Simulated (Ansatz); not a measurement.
C under changes of volume

One of the cells (5.672 Å³/atom); the others are scaled copies at fixed shape and fractional positions:

```
C
1.0
     0.00000    1.78337    1.78337
     1.78337    0.00000    1.78337
     1.78337    1.78337    0.00000
C
2
Direct
  0.75000 0.75000 0.75000
  0.50000 0.50000 0.50000
```

This isn't the form of C at room conditions, which is graphite.

- Program: Ansatz 0.2.0
- Functional: HSE03
- Potentials or basis: Ansatz PAW
- Cutoff: 420 eV (not typed: the program's choice for these potentials)
- k mesh: 7 × 7 × 7
- Occupations: fermi-dirac, width 0.05 eV
- Spin: no spin polarisation

| volume (Å³/atom) | energy over the lowest point (meV/atom) | pressure (GPa) | gap on the mesh (eV) |
| --- | --- | --- | --- |
| 5.332 | 16.81 | 22.8 | 5.33 |
| 5.445 | 4.72 | 11.6 | 5.28 |
| 5.558 | 0.00 | 1.5 | 5.23 |
| 5.672 | 2.29 | -7.7 | 5.18 |
| 5.785 | 10.85 | -16.1 | 5.13 |
| 5.899 | ? | ? | ? |
| 6.012 | 44.42 | -30.7 | 5.05 |

**Question.** What does the run at 5.899 Å³/atom give?

**Answer.** Energy over the lowest point 25.02 meV/atom; pressure -23.8 GPa; gap on the mesh 5.09 eV.

Worked out: A Birch-Murnaghan fit of order 3 (a polynomial in V^(-2/3)) to the other rows has its minimum at 5.58 Å³/atom with B0 = V·E''(V) = 471 GPa and B' = 3.8. It gives 25.11 meV/atom at 5.899 Å³/atom, against the run's 25.02, and -dE/dV = -23.9 GPa, against -23.8. A straight line through the other rows of the gap, of slope -2.36 eV per unit of ln V, gives 5.09 eV, against the run's 5.09.

Energies are extrapolated to zero smearing.

Caveats: all runs use coarse meshes; odd divisions of the mesh miss points on the zone boundary, where band edges often lie, so the gap on the mesh can be too wide; the PAW data sets come from PBE, with cores solved anew for the run's functional, which leaves a small shift of forces and pressure; the thresholds are loose for stress.

A mesh can miss the band edges.
